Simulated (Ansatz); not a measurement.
# Pb: the cost of one run

Computed with Ansatz 0.2.0 (DFT PBEsol, scalar-relativistic, plane waves, PAW, unless a step's input says otherwise).

The COD entry's cell or inner coordinates are ideal or old and differ from later refinements, so a difference from it is no clean test against experiment.

1 further run of the same task is left out (set aside as unsound or not needed).

## Step 1: The starting structure

It takes space group Fm-3m (No. 225, cubic). The conventional cell has a = 4.940 Å, b = 4.940 Å, c = 4.940 Å, α = 90.00°, β = 90.00°, γ = 90.00°. Pb (site symmetry m-3m) has 12 Pb at 3.49 Å as nearest neighbours.

Structure file:

```
Pb
1.0
     0.00000    2.46980    2.46980
     2.46980    0.00000    2.46980
     2.46980    2.46980    0.00000
Pb
1
Cartesian
  0.0000 0.0000 0.0000
```

The structure comes from the Crystallography Open Database.

## Step 2: A distortion of lower symmetry

Against the listed cell: strain xx, yy, zz, yz, xz, xy = -3.2, +5.8, +5.8, +0.0, +0.0, +0.0 %.

The input, input.yaml:

```yaml
crystal:
  lattice:
    - [0.0, 2.613097796, 2.613097796]
    - [2.390815796, 0.0, 2.613097796]
    - [2.390815796, 2.613097796, 0.0]
  atoms:
    - { symbol: Pb, position: [0.0, 0.0, 0.0] }
basis:
  ecutwfc: 420
kpoints:
  mp_grid: { grid: [12, 12, 12] }
hamiltonian:
  xc: pbesol
scf:
  occupations: { method: gaussian, width: 0.1 }
output:
  forces: true
  stress: true
  eigenvalues: true
```

Command:

```console
ansatz run input.yaml --threads 1 --pin off --max-ram 1331MiB --backend cpu --events-out ev --progress --plain --runs-dir out
```

What time and memory should one allow on 1 thread of an x86-64 CPU, shared host?

About 4.6 s, with a peak of 0.42 GiB.
